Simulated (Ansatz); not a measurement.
TaN (P6_3mc), stationary points along a deformation path

All numbers below come from Ansatz 0.2.0, DFT PBEsol, scalar-relativistic, plane waves, PAW. The runs took a 420 eV cutoff, a Γ-centred 18×18×12 mesh and Gaussian smearing (0.15 eV). Spin–orbit coupling is left out, which can shift energies with elements as heavy as these. No spin polarisation. Energies are free energies at this smearing, counted from the undisturbed cell; pressure is positive in compression.

Zero of the scan (as given, not relaxed at this level; it stands at 126.0 GPa; this wurtzite form isn't the usual structure):

```xyz
4
Lattice="3.0500 0.0000 0.0000 -1.5250 2.6414 0.0000 0.0000 0.0000 4.9400" Properties=species:S:1:pos:R:3 pbc="T T T"
Ta    0.0000    1.7609    0.0000
Ta    1.5250    0.8805    2.4700
N     0.0000    1.7609    1.9019
N     1.5250    0.8805    4.3719
```

At fixed volume and fractional coordinates, lengths along (0.000, 0.000, 1.000) are scaled against those across it; ρ is that ratio over its starting value. V = 9.949 Å³/atom. Δσ is the stress along the axis less the mean stress across it (compression positive).

```
    ρ  ΔE (meV/atom)  Δσ (GPa) space group
0.800          473.1    155.15       P6_3mc
0.850          171.4     88.19       P6_3mc
0.920           -6.3     23.86       P6_3mc
0.960          -24.2     -2.88       P6_3mc
1.000            0.0    -25.36       P6_3mc
1.050           76.4    -50.15       P6_3mc
1.100          196.0    -74.11       P6_3mc
1.200          545.4   -120.33       P6_3mc
1.300         1012.9   -160.53       P6_3mc
```

Problem. How does the stress give the slope of the energy, and where is the energy stationary?

Solution. Along the path d ln(length) is 2/3 d ln ρ on the axis and −1/3 d ln ρ across it, so dE/d ln ρ = −(2/3) V Δσ: the energy falls with ρ where Δσ is positive. Δσ vanishes or changes sign between ρ = 0.920 and 0.960, a minimum (near 0.96 by linear interpolation). Pairs of stationary points between two samples would go unseen, and could change a minimum read from distant neighbours into a maximum.

Problem. Integrate that slope from ρ = 1 to 1.200 by the trapezoid rule.

Solution. With V/N in Å³ and 1 eV/Å³ = 160.2 GPa the slopes at ρ = 1.000, 1.050, 1.100, 1.200 are 1050, 2076, 3068, 4982 meV/atom per unit of ln ρ. The steps add 76.3 + 119.7 + 350.2 = 546.1 meV/atom, against 545.4 from the energies; the trapezoid rule misses the curvature of the slope within each step.

Problem. Is the start the lowest point of the path?

Solution. No: ρ = 0.960 lies 24.2 meV/atom lower, with no sampled rise above the start on the way. Volume and inner coordinates are held, so a relaxed structure there would lie lower still.

Forces appear on the atoms along this scan, and letting them relax would lower the energy and soften the response. In a metal these slopes depend on the k mesh and the smearing.

Cost: 9 runs of about 6.5 core-minutes in all, on AMD EPYC (Zen 3) (shared hosts).